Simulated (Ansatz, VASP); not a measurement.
**One calculation of Pb, two programs**

INCAR

```
SYSTEM = Pb
PREC = Accurate ; ENCUT = 520
EDIFF = 1E-7 ; ISMEAR = -1
SIGMA = 0.04 ; LREAL = .False.
LASPH = .True. ; NELM = 80
ALGO = Fast ; ISIF = 2
LWAVE = .False. ; LCHARG = .False.
GGA = PE ; NBANDS = 13
```

KPOINTS

```
regular mesh
0
Gamma
  4 4 4
  0 0 0
```

File POSCAR:

```
Pb
1.0
    0.0000000000      2.4750200000      2.4750200000
    2.4750200000      0.0000000000      2.4750200000
    2.4750200000      2.4750200000      0.0000000000
Pb
1
Direct
    0.0000000000      0.0000000000      0.0000000000
```

input.yaml

```yaml
crystal:
  lattice:
    - [0.0, 2.47502, 2.47502]
    - [2.47502, 0.0, 2.47502]
    - [2.47502, 2.47502, 0.0]
  atoms:
    - { symbol: Pb, position: [0.0, 0.0, 0.0] }
kpoints:
  mp_grid: { grid: [4, 4, 4] }
scf:
  occupations: { method: fermi_dirac, width: 0.04 }
hamiltonian:
  xc: pbe
  pseudopotentials: { kind: all_electron, lapw: { basis_error: 0.003 } }
output:
  forces: true
  stress: true
  eigenvalues: true
```

Alike in both runs: task single point; functional PBE; k mesh 4 × 4 × 4; occupations fermi-dirac, width 0.04 eV; no spin polarisation.

|  | VASP | Ansatz |
| --- | --- | --- |
| version | VASP 6.6.1 | Ansatz 0.2.0 |
| potentials or method | VASP PAW PBE potentials, release 64 (Pb_d) | all-electron LAPW, scalar-relativistic |
| plane-wave cutoff (eV) | 520 | see its input |

Ansatz gave:

```
gap on the k mesh at the Fermi level (eV) : none
pressure (GPa)                            : 1.9
```

Question: What did VASP give for the same quantities?

Answer: gap on the k mesh at the Fermi level (eV): none; pressure (GPa): 1.8.

A gap of «none» marks a metal or a gap that the smearing closes. Ansatz ran all-electron here, so the differences hold the error of VASP's frozen core and of both bases.

Caveats: the k mesh is coarse (spacing up to 0.55 Å⁻¹), so the values aren't converged. The runs have no spin-orbit coupling, so splittings on Pb are missing.
